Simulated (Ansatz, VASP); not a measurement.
# One calculation of GaSb, two programs

File POSCAR:

```
GaSb
1.0
    0.0000000000      3.0658788000      3.0658788000
    3.0658788000      0.0000000000      3.0658788000
    3.0658788000      3.0658788000      0.0000000000
Ga Sb
1 1
Direct
    0.0000000000      0.0000000000      0.0000000000
    0.2500000000      0.2500000000      0.2500000000
```

INCAR.step1

```
SYSTEM = GaSb
PREC = Accurate
ENCUT = 520
ISMEAR = -1
SIGMA = 0.02
LREAL = .False.
LASPH = .True.
NELM = 60
NBANDS = 16
GGA = PE
ALGO = Normal
EDIFF = 1E-4
LWAVE = .True.
LCHARG = .False.
```

INCAR.step2

```
SYSTEM = GaSb
PREC = Accurate
ENCUT = 520
EDIFF = 1E-7
ISMEAR = -1
SIGMA = 0.02
LREAL = .False.
LASPH = .True.
NELM = 60
ALGO = Normal
ISIF = 2
LWAVE = .False.
LCHARG = .False.
METAGGA = R2SCAN
LMIXTAU = .True.
NBANDS = 16
ISTART = 1
```

Contents of KPOINTS:

```
regular mesh
0
Gamma
  8 8 8
  0 0 0
```

Input for Ansatz:

```yaml
crystal:
  lattice:
    - [0.0, 3.0658788, 3.0658788]
    - [3.0658788, 0.0, 3.0658788]
    - [3.0658788, 3.0658788, 0.0]
  atoms:
    - { symbol: Ga, position: [0.0, 0.0, 0.0] }
    - { symbol: Sb, position: [0.25, 0.25, 0.25] }
kpoints:
  mp_grid: { grid: [8, 8, 8] }
  band_path:
    path:
      - [0.0, 0.0, 0.0]
      - [-0.5, -0.5, 0.0]
      - [-0.375, -0.375, 0.25]
      - [-0.375, 0.0, 0.375]
      - [0.0, 0.0, 0.5]
      - [-0.5, -0.25, 0.25]
    npoints: 1
hamiltonian:
  xc: r2scan
scf:
  occupations: { method: fermi_dirac, width: 0.02 }
  n_extra_bands: 4
output:
  forces: true
  stress: true
  eigenvalues: true
```

Alike in both runs: task single point; functional r2SCAN; k mesh 8 × 8 × 8; occupations fermi-dirac, width 0.02 eV; no spin polarisation.

|  | VASP | Ansatz |
| --- | --- | --- |
| version | VASP 6.6.1 | Ansatz 0.2.0 |
| potentials or method | VASP PAW PBE potentials, release 64 (Ga_d, Sb) | plane waves, PAW |
| plane-wave cutoff (eV) | 520 | 500 |
| valence electrons in the cell | 18 | 28 |

Ansatz gave:

* pressure (GPa): 0.0

**Question.** Estimate VASP's values.

**Answer.** Pressure (GPa): 0.1.

The two sets of potentials don't hold the same shells in valence.

Caveats: the PAW data sets were made with another functional, which shifts forces and pressure a little (VASP); spin-orbit coupling is left out, which moves the levels of the heavy elements.
